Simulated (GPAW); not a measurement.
Runs of GPAW 26.7.0 on GaP. The structure is cubic, space group F-43m (No. 216). The conventional cell has a = 5.451 Å, b = 5.451 Å, c = 5.451 Å, α = 90.00°, β = 90.00°, γ = 90.00°. Ga (site symmetry -43m) is surrounded by 4 P at 2.36 Å. Around P (site symmetry -43m) lie 4 Ga at 2.36 Å. 

```tsv
task	level	potentials or basis	spin	cell	k mesh	cutoff (eV)	maxiter	hybrids on these orbitals	oneshot functional	random start of the orbitals	convergence	other keys	mesh quality	gap on the mesh (eV)	pressure (GPa)
one-shot levels of the hybrid HSE06	PBE	GPAW PAW data sets (gpaw-data 1.2.1), pw	off	as given	5 × 5 × 5	500	150	["HSE06", "PBE0", "EXX"]	HSE06	-	-	-	coarse	1.62	(b)
phonons	LDA	PAW data sets generated in the run's folder for this functional, pw	off	relaxed	8 × 8 × 8	510	100	-	-	yes	density 1e-6	several, not listed	not flagged	1.50	0.0
single point	HSE06	GPAW PAW data sets (gpaw-data 1.2.1), pw	off	as given	4 × 4 × 4	450	60	-	-	-	-	-	coarse	2.32	-
band structure	optB88-vdW	GPAW PAW data sets (gpaw-data 1.2.1), pw	SOC, no magnetisation	as given	8 × 8 × 8	600	150	-	-	-	-	-	not flagged	(a)	-
```

Alike in all rows: smearing fermi-dirac 0.05 eV.

Q: Estimate the missing entries.

A: (a) 1.66; (b) 4.7.

Caveats: some runs use coarse meshes; the cutoff is short for stress and forces, so pressures can be off by a GPa or more (some runs); the PAW data sets were made with another functional, which shifts forces and pressure a little (some runs); energy and the plain gap are those of the semilocal run (some runs); the hybrids' values are one shot on its orbitals and mesh (some runs); an odd mesh through Γ misses points on the zone boundary, where band edges often lie (some runs); the LO-TO splitting is left out (some runs).

A k mesh can miss the band edges, and rows without SOC leave out spin-orbit coupling on Ga.
